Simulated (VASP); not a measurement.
# InPd (Pm-3m) in VASP: settings compared

One crystal, InPd, is run at these levels: PBE, PBEsol, LDA; tasks: band structure.

Program: VASP 6.6.1. These are calculated values, not measurements. Logs are shortened: lines on timing, memory, paths and dates and some standing lists are left out, and cuts for length are marked.

### Step 1. The crystal as given

It takes space group Pm-3m (No. 221, cubic). The conventional cell has a = 3.305 Å, b = 3.305 Å, c = 3.305 Å, α = 90.00°, β = 90.00°, γ = 90.00°. In (site symmetry m-3m) has 8 Pd at 2.86 Å as nearest neighbours. Pd (site symmetry m-3m) has 8 In at 2.86 Å as nearest neighbours.

The cell comes from a database or a generator and needn't be the stable form of this composition.

### Step 2. Band structure, PBE

The input, INCAR:

```
SYSTEM = InPd
PREC     = Accurate       ! precision mode
ENCUT    = 520            ! plane-wave cutoff, eV
EDIFF    = 1E-6           ! SCF threshold, eV
ISMEAR   = 1              ! smearing method
SIGMA    = 0.1            ! smearing width, eV
LREAL    = .FALSE.        ! projectors in reciprocal space
LASPH    = .TRUE.         ! aspherical terms in the spheres
NELM     = 80             ! most SCF steps
ALGO     = Fast           ! electronic algorithm
ISIF     = 2              ! what is computed and relaxed
LWAVE    = .FALSE.        ! write WAVECAR
LCHARG   = .FALSE.        ! write CHGCAR
LMAXMIX  = 4              ! l up to which the mixer works
GGA      = PE             ! functional
NBANDS   = 18             ! bands
ICORELEVEL= 1
```

The input, KPOINTS:

```
regular mesh
0
G
  12 12 12
  0 0 0
```

The input, POSCAR:

```
InPd                                    
1.0
    3.3054034405      0.0000000000      0.0000000000
    0.0000000000      3.3054034405      0.0000000000
    0.0000000000      0.0000000000      3.3054034405
  In              Pd            
     1     1
Direct
     0.0000000000000000    0.0000000000000000    0.0000000000000000
     0.5000000000000000    0.5000000000000000    0.5000000000000000
```

The input, KPOINTS_OPT:

```
explicit points
94
Reciprocal
 0.0000000000  0.0000000000  0.0000000000 1
 0.0000000000  0.0357142857  0.0000000000 1
 0.0000000000  0.0714285714  0.0000000000 1
 0.0000000000  0.1071428571  0.0000000000 1
 0.0000000000  0.1428571429  0.0000000000 1
 0.0000000000  0.1785714286  0.0000000000 1
 0.0000000000  0.2142857143  0.0000000000 1
 0.0000000000  0.2500000000  0.0000000000 1
 0.0000000000  0.2857142857  0.0000000000 1
 0.0000000000  0.3214285714  0.0000000000 1
 0.0000000000  0.3571428571  0.0000000000 1
 0.0000000000  0.3928571429  0.0000000000 1
 0.0000000000  0.4285714286  0.0000000000 1
 0.0000000000  0.4642857143  0.0000000000 1
 0.0000000000  0.5000000000  0.0000000000 1
 0.0000000000  0.5000000000  0.0000000000 1
 0.0357142857  0.5000000000  0.0000000000 1
 0.0714285714  0.5000000000  0.0000000000 1
 0.1071428571  0.5000000000  0.0000000000 1
 0.1428571429  0.5000000000  0.0000000000 1
 0.1785714286  0.5000000000  0.0000000000 1
 0.2142857143  0.5000000000  0.0000000000 1
 0.2500000000  0.5000000000  0.0000000000 1
 0.2857142857  0.5000000000  0.0000000000 1
 0.3214285714  0.5000000000  0.0000000000 1
 0.3571428571  0.5000000000  0.0000000000 1
 0.3928571429  0.5000000000  0.0000000000 1
 0.4285714286  0.5000000000  0.0000000000 1
 0.4642857143  0.5000000000  0.0000000000 1
 0.5000000000  0.5000000000  0.0000000000 1
 0.5000000000  0.5000000000  0.0000000000 1
 0.4642857143  0.4642857143  0.0000000000 1
 0.4285714286  0.4285714286  0.0000000000 1
 0.3928571429  0.3928571429  0.0000000000 1
 0.3571428571  0.3571428571  0.0000000000 1
 0.3214285714  0.3214285714  0.0000000000 1
 0.2857142857  0.2857142857  0.0000000000 1
 0.2500000000  0.2500000000  0.0000000000 1
 0.2142857143  0.2142857143  0.0000000000 1
 0.1785714286  0.1785714286  0.0000000000 1
 0.1428571429  0.1428571429  0.0000000000 1
 0.1071428571  0.1071428571  0.0000000000 1
 0.0714285714  0.0714285714  0.0000000000 1
 0.0357142857  0.0357142857  0.0000000000 1
 0.0000000000  0.0000000000  0.0000000000 1
 0.0000000000  0.0000000000  0.0000000000 1
 0.0357142857  0.0357142857  0.0357142857 1
 0.0714285714  0.0714285714  0.0714285714 1
 0.1071428571  0.1071428571  0.1071428571 1
 0.1428571429  0.1428571429  0.1428571429 1
 0.1785714286  0.1785714286  0.1785714286 1
 0.2142857143  0.2142857143  0.2142857143 1
 0.2500000000  0.2500000000  0.2500000000 1
 0.2857142857  0.2857142857  0.2857142857 1
 0.3214285714  0.3214285714  0.3214285714 1
 0.3571428571  0.3571428571  0.3571428571 1
 0.3928571429  0.3928571429  0.3928571429 1
 0.4285714286  0.4285714286  0.4285714286 1
 0.4642857143  0.4642857143  0.4642857143 1
 0.5000000000  0.5000000000  0.5000000000 1
 0.5000000000  0.5000000000  0.5000000000 1
 0.4642857143  0.5000000000  0.4642857143 1
 0.4285714286  0.5000000000  0.4285714286 1
 0.3928571429  0.5000000000  0.3928571429 1
 0.3571428571  0.5000000000  0.3571428571 1
 0.3214285714  0.5000000000  0.3214285714 1
 0.2857142857  0.5000000000  0.2857142857 1
 0.2500000000  0.5000000000  0.2500000000 1
 0.2142857143  0.5000000000  0.2142857143 1
 0.1785714286  0.5000000000  0.1785714286 1
 0.1428571429  0.5000000000  0.1428571429 1
 0.1071428571  0.5000000000  0.1071428571 1
 0.0714285714  0.5000000000  0.0714285714 1
 0.0357142857  0.5000000000  0.0357142857 1
 0.0000000000  0.5000000000  0.0000000000 1
 0.5000000000  0.5000000000  0.0000000000 1
 0.5000000000  0.5000000000  0.0357142857 1
 0.5000000000  0.5000000000  0.0714285714 1
 0.5000000000  0.5000000000  0.1071428571 1
 0.5000000000  0.5000000000  0.1428571429 1
 0.5000000000  0.5000000000  0.1785714286 1
 0.5000000000  0.5000000000  0.2142857143 1
 0.5000000000  0.5000000000  0.2500000000 1
 0.5000000000  0.5000000000  0.2857142857 1
 0.5000000000  0.5000000000  0.3214285714 1
 0.5000000000  0.5000000000  0.3571428571 1
 0.5000000000  0.5000000000  0.3928571429 1
 0.5000000000  0.5000000000  0.4285714286 1
 0.5000000000  0.5000000000  0.4642857143 1
 0.5000000000  0.5000000000  0.5000000000 1
 0.0000000000  0.0000000000  0.0000000000 1
 0.5000000000  0.5000000000  0.0000000000 1
 0.5000000000  0.5000000000  0.5000000000 1
 0.0000000000  0.5000000000  0.0000000000 1
```

Potentials or basis: VASP PAW PBE potentials, release 64 (In_d, Pd).

Command:

```console
$ cat potpaw_PBE.64/In_d/POTCAR potpaw_PBE.64/Pd/POTCAR > POTCAR
$ mpirun -np 1 vasp_std > vasp.out
```

OUTCAR:

```text
SYSTEM = InPd
   PREC = Accurate
   ENCUT = 520
   EDIFF = 1E-6
   ISMEAR = 1
   LREAL = .FALSE.
   LASPH = .TRUE.
   NELM = 80
   ISIF = 2
   GGA = PE

 ion  position               nearest neighbor table
   1  0.000  0.000  0.000-   2 2.86   2 2.86   2 2.86   2 2.86   2 2.86   2 2.86   2 2.86   2 2.86

   2  0.500  0.500  0.500-   1 2.86   1 2.86   1 2.86   1 2.86   1 2.86   1 2.86   1 2.86   1 2.86

  LATTYP: Found a simple cubic cell.
 ALAT       =     3.3054034405

  Lattice vectors:

 A1 = (   3.3054034405,   0.0000000000,   0.0000000000)
 A2 = (   0.0000000000,   3.3054034405,   0.0000000000)
 A3 = (   0.0000000000,   0.0000000000,   3.3054034405)

Analysis of symmetry for initial positions (statically):
=====================================================================
 Subroutine PRICEL returns:
 Original cell was already a primitive cell.

 Routine SETGRP: Setting up the symmetry group for a
 simple cubic supercell.

 Subroutine GETGRP returns: Found 48 space group operations
 (whereof 48 operations were pure point group operations)
 out of a pool of 48 trial point group operations.

The static configuration has the point symmetry O_h .

Analysis of symmetry for dynamics (positions and initial velocities):
=====================================================================
 Subroutine PRICEL returns:
 Original cell was already a primitive cell.

 Routine SETGRP: Setting up the symmetry group for a
 simple cubic supercell.

 Subroutine GETGRP returns: Found 48 space group operations
 (whereof 48 operations were pure point group operations)
 out of a pool of 48 trial point group operations.

The dynamic configuration has the point symmetry O_h .

 Subroutine INISYM returns: Found 48 space group operations
 (whereof 48 operations are pure point group operations),
 and found     1 'primitive' translations

----------------------------------------------------------------------------------------

                                     Primitive cell

  volume of cell :      36.1138

  direct lattice vectors                    reciprocal lattice vectors
     3.305403441  0.000000000  0.000000000     0.302534930  0.000000000  0.000000000
     0.000000000  3.305403441  0.000000000     0.000000000  0.302534930  0.000000000
     0.000000000  0.000000000  3.305403441     0.000000000  0.000000000  0.302534930

  length of vectors
     3.305403441  3.305403441  3.305403441     0.302534930  0.302534930  0.302534930

  position of ions in fractional coordinates (direct lattice)
     0.000000000  0.000000000  0.000000000
     0.500000000  0.500000000  0.500000000

  ion indices of the primitive-cell ions
   primitive index   ion index
                 1           1
                 2           2

----------------------------------------------------------------------------------------

 KPOINTS: regular mesh

Automatic generation of k-mesh.
 Grid dimensions read from file:
 generate k-points for:   12   12   12

 Generating k-lattice:

  Cartesian coordinates                     Fractional coordinates (reciprocal lattice)
     0.025211244  0.000000000  0.000000000     0.083333333  0.000000000  0.000000000
     0.000000000  0.025211244  0.000000000     0.000000000  0.083333333  0.000000000
     0.000000000  0.000000000  0.025211244     0.000000000  0.000000000  0.083333333

  Length of vectors
     0.025211244  0.025211244  0.025211244

  Shift w.r.t. Gamma in fractional coordinates (k-lattice)
     0.000000000  0.000000000  0.000000000

 Subroutine IBZKPT returns following result:
 ===========================================

 Found     84 irreducible k-points:

 Following reciprocal coordinates:
            Coordinates               Weight
  0.000000  0.000000  0.000000      1.000000
  0.083333  0.000000  0.000000      6.000000
  0.166667  0.000000  0.000000      6.000000
  0.250000  0.000000  0.000000      6.000000
  0.333333  0.000000  0.000000      6.000000
  0.416667  0.000000  0.000000      6.000000
[... 16 lines left out ...]
  0.333333  0.333333  0.000000     12.000000
  0.416667  0.333333  0.000000     24.000000
 [... further k-points ...]
   k-points           NKPTS =     84   k-points in BZ     NKDIM =     84   number of bands    NBANDS=     18
   number of dos      NEDOS =    301   number of ions     NIONS =      2
   total plane-waves  NPLWV =  21952
   dimension x,y,z NGX =    28 NGY =   28 NGZ =   28
   dimension x,y,z NGXF=    56 NGYF=   56 NGZF=   56
   ions per type =               1   1
   NGX,Y,Z   is equivalent  to a cutoff of  14.08, 14.08, 14.08 a.u.
   NGXF,Y,Z  is equivalent  to a cutoff of  28.17, 28.17, 28.17 a.u.
 SYSTEM =  InPd
   PREC   = accura    normal or accurate (medium, high low for compatibility)
   ISTART =      0    job   : 0-new  1-cont  2-samecut
   ICHARG =      2    charge: 1-file 2-atom 10-const
   ISPIN  =      1    spin polarized calculation?
   LNONCOLLINEAR =      F non collinear calculations
   LSORBIT =      F    spin-orbit coupling
   LASPH  =      T    aspherical Exc in radial PAW
   ENCUT  =  520.0 eV  38.22 Ry    6.18 a.u.   6.15  6.15  6.15*2*pi/ulx,y,z
   NELM   =     80;   NELMIN=  2; NELMDL= -5     # of ELM steps
   EDIFF  = 0.1E-05   stopping-criterion for ELM
   LREAL  =      F    real-space projection
   EDIFFG = 0.1E-04   stopping-criterion for IOM
   NSW    =      0    number of steps for IOM
   IBRION =     -1    ionic relax: 0-MD 1-quasi-New 2-CG
   NFREE  =      0    steps in history (QN), initial steepest desc. (CG)
   ISIF   =      2    stress and relaxation
   ISYM   =      2    0-nonsym 1-usesym 2-fastsym
   POTIM  = 0.5000    time-step for ionic-motion
   TEBEG  =    0.0;   TEEND  =   0.0 temperature during run
   PSTRESS=    0.0 pullay stress
   NELECT =      23.0000    total number of electrons
   NUPDOWN=      -1.0000    fix difference up-down
   EMIN   =  10.00;   EMAX   =-10.00  energy-range for DOS
   EFERMI =   0.00;   METHOD = LEGACY
   ISMEAR =     1;   SIGMA  =   0.10  broadening in eV -4-tet -1-fermi 0-gaus
   EFERMI_NEDOS =   21; number of points for ismear=-14 and -15
   IALGO  =     68    algorithm
   IMIX   =      4    mixing-type and parameters
     AMIX     =   0.40;   BMIX     =  1.00
     AMIX_MAG =   1.60;   BMIX_MAG =  1.00
  volume/ion in A,a.u.               =      18.06       121.85
  Fermi-wavevector in a.u.,A,eV,Ry     =   1.408509  2.661696 26.992567  1.983898
  Thomas-Fermi vector in A             =   2.530659
   LORBIT       =      0    0 simple, 1 ext, 2 COOP (PROOUT), +10 PAW based schemes
   GGA     = PE    functional components
   LHFCALC =     F    Hartree Fock is set to
   AEXX    =    0.0000 exact exchange contribution
   IVDW    =     0    specifies the selected vdW correction
   LEPSILON=     F    determine dielectric tensor
   LRPA    =     F    only Hartree local field effects (RPA)
 non-spin polarized calculation
 RMM-DIIS sequential band-by-band and
 Methfessel and Paxton  Order N= 1 SIGMA  =   0.10
  energy-cutoff  :      520.00
  volume of cell :       36.11
 maximum number of plane-waves:       992
 NGX is ok and might be reduce to    28
   NGX = 13   NGY = 13   NGZ = 13

 number of electron      23.0000002 magnetization

 Free energy of the ion-electron system (eV)
  ---------------------------------------------------
  ext. energy  EPLUGINS =         0.00000000
  ---------------------------------------------------
  free energy    TOTEN  =        -8.74606348 eV

  energy without entropy =       -8.74634333  energy(sigma->0) =       -8.74615676

 the core state eigenenergies are
   1-  1s -27733.7224  2s  -4140.2310  2p  -3714.2119  3s   -774.1932  3p   -634.7476
       3d   -418.4149  4s   -105.5296  4p    -64.0082
   2-  1s -24150.4801  2s  -3516.8124  2p  -3151.5660  3s   -625.2810  3p   -505.2779
       3d   -314.8157  4s    -74.4322  4p    -40.1847

 E-fermi :  10.0297     XC(G=0): -12.0584

 val. band max:       10.0166340921   @ k =   0.4167   0.2500   0.2500
 cond. band min:      10.0377870214   @ k =   0.5000   0.4167   0.2500
 fundamental gap:      0.0211529293
 Fermi energy:        10.0296962245

 k-point     1 :       0.0000    0.0000    0.0000
  band No.  band energies     occupation
      1      -4.8634      2.00000
      2      -4.8634      2.00000
      3      -4.4902      2.00000
      4      -4.4902      2.00000
      5      -4.4902      2.00000
      6       0.2124      2.00000
[... 481 lines left out ...]
      5      -4.3988      2.00000
      6       3.6769      2.00000
[... 10 lines left out ...]
     17      21.8923      0.00000
     18      22.7668      0.00000

 [... further k-points ...]

------------------------ aborting loop because EDIFF is reached ----------------------------------------

  FORCE on cell =-STRESS in cart. coord.  units (eV):
  Direction    XX          YY          ZZ          XY          YZ          ZX
  --------------------------------------------------------------------------------------
  -------------------------------------------------------------------------------------
  Total       -0.0023134     -0.0023134     -0.0023134     -0.0000000      0.0000000     -0.0000000
  in kB       -0.1026347     -0.1026347     -0.1026347     -0.0000000      0.0000000     -0.0000000
  external PRESSURE =      -0.1026347 kB  Pullay stress =       0.0000000 kB

 VOLUME and BASIS-vectors are now :
 -----------------------------------------------------------------------------
  energy-cutoff  :      520.00
  volume of cell :       36.11
      direct lattice vectors                 reciprocal lattice vectors
     3.305403441  0.000000000  0.000000000     0.302534930  0.000000000  0.000000000
     0.000000000  3.305403441  0.000000000     0.000000000  0.302534930  0.000000000
     0.000000000  0.000000000  3.305403441     0.000000000  0.000000000  0.302534930

 POSITION                                       TOTAL-FORCE (eV/Angst)
 -----------------------------------------------------------------------------------
      0.00000      0.00000      0.00000         0.000000      0.000000      0.000000
      1.65270      1.65270      1.65270         0.000000      0.000000      0.000000
 -----------------------------------------------------------------------------------
    total drift:                                0.000000      0.000000      0.000000

  FREE ENERGIE OF THE ION-ELECTRON SYSTEM (eV)
  ---------------------------------------------------
  free  energy   TOTEN  =        -8.7460634765 eV

  energy  without entropy=       -8.7463433274  energy(sigma->0) =       -8.74615676
```

Wall time 37 s (1 thread of Intel Xeon 6975P-C (Granite Rapids), shared host); peak memory 0.22 GiB.

What came out:

```
Free energy             : -8.7461 eV
Pressure                : 0.0 GPa
Band gap along the path : none (metal or under the smearing width)
```

Levels at the corners of the path, in eV from the Fermi level:
```tsv
point	band 9	band 10	band 11	band 12	band 13	band 14
Γ	-2.21	-2.21	-2.21	4.17	4.17	4.17
X	-3.14	-3.14	-2.27	-1.10	9.29	9.29
X	-3.14	-3.14	-2.27	-1.10	9.29	9.29
M	-2.60	-2.21	-2.21	-1.66	1.30	2.37
M	-2.60	-2.21	-2.21	-1.66	1.30	2.37
Γ	-2.21	-2.21	-2.21	4.17	4.17	4.17
Γ	-2.21	-2.21	-2.21	4.17	4.17	4.17
R	-1.62	-1.62	-0.21	3.75	3.75	3.75
R	-1.62	-1.62	-0.21	3.75	3.75	3.75
X	-3.14	-3.14	-2.27	-1.10	9.29	9.29
M	-2.60	-2.21	-2.21	-1.66	1.30	2.37
R	-1.62	-1.62	-0.21	3.75	3.75	3.75
```

Core levels (eV, on the scale of the bands):
| atom | levels |
| --- | --- |
| 1 In | 1s -27733.7, 2s -4140.2, 2p -3714.2, 3s -774.2, 3p -634.7, 3d -418.4, 4s -105.5, 4p -64.0 |
| 2 Pd | 1s -24150.5, 2s -3516.8, 2p -3151.6, 3s -625.3, 3p -505.3, 3d -314.8, 4s -74.4, 4p -40.2 |

Caveat: spin-orbit coupling is left out, which moves the levels of the heavy elements.

### Step 3. Band structure, PBEsol

This run uses another cell than the first one, of 17.14 Å³/atom, 0.949 times its volume.

The input, INCAR:

```
SYSTEM = InPd
PREC = Accurate
ENCUT = 520
EDIFF = 1E-6
ISMEAR = 1
SIGMA = 0.1
LREAL = .False.
LASPH = .True.
NELM = 80
ALGO = Fast
ISIF = 2
LWAVE = .False.
LCHARG = .False.
LMAXMIX = 4
GGA = PS
NBANDS = 18
ICORELEVEL = 1
```

The input, KPOINTS:

```
Automatic mesh
0
Gamma
  12 12 12
  0 0 0
```

The input, POSCAR:

```
InPd                                    
1.0
    3.2484153759     -0.0000000000     -0.0000000000
   -0.0000000000      3.2484153759      0.0000000000
   -0.0000000000     -0.0000000000      3.2484153759
  In              Pd            
     1     1
Direct
     0.0000000000000000    0.0000000000000000    0.0000000000000000
     0.5000000000000000    0.5000000000000000    0.5000000000000000
```

KPOINTS_OPT is that of step 2.

Potentials or basis: VASP PAW PBE potentials, release 64 (In_d, Pd).

Command:

```console
$ cat potpaw_PBE.64/In_d/POTCAR potpaw_PBE.64/Pd/POTCAR > POTCAR
$ mpirun -np 1 vasp_std > vasp.out
```

It took 48 s on 1 thread of Intel Xeon Platinum 8175M at 2.50GHz (Skylake/Cascade Lake), shared host; peak memory 0.2 GiB.

Results (log left out):

```
Free energy             : -9.9999 eV
Pressure                : 0.0 GPa
Band gap along the path : none (metal or under the smearing width)
```

Levels at the corners of the path, in eV from the Fermi level:
```tsv
point	band 9	band 10	band 11	band 12	band 13	band 14
Γ	-2.32	-2.32	-2.32	4.20	4.20	4.20
X	-3.35	-3.35	-2.40	-1.13	9.71	9.71
X	-3.35	-3.35	-2.40	-1.13	9.71	9.71
M	-2.74	-2.45	-2.45	-1.72	1.55	2.51
M	-2.74	-2.45	-2.45	-1.72	1.55	2.51
Γ	-2.32	-2.32	-2.32	4.20	4.20	4.20
Γ	-2.32	-2.32	-2.32	4.20	4.20	4.20
R	-1.68	-1.68	-0.04	3.78	3.78	3.78
R	-1.68	-1.68	-0.04	3.78	3.78	3.78
X	-3.35	-3.35	-2.40	-1.13	9.71	9.71
M	-2.74	-2.45	-2.45	-1.72	1.55	2.51
R	-1.68	-1.68	-0.04	3.78	3.78	3.78
```

Core levels (eV, on the scale of the bands):
| atom | levels |
| --- | --- |
| 1 In | 1s -27733.2, 2s -4139.7, 2p -3713.7, 3s -773.7, 3p -634.2, 3d -417.9, 4s -104.9, 4p -63.4 |
| 2 Pd | 1s -24150.2, 2s -3516.5, 2p -3151.3, 3s -624.9, 3p -504.9, 3d -314.5, 4s -74.0, 4p -39.7 |

Caveat: the PAW data sets were made with another functional, which shifts forces and pressure a little; spin-orbit coupling is left out, which moves the levels of the heavy elements.

(Part 1 of 2 ends here.)
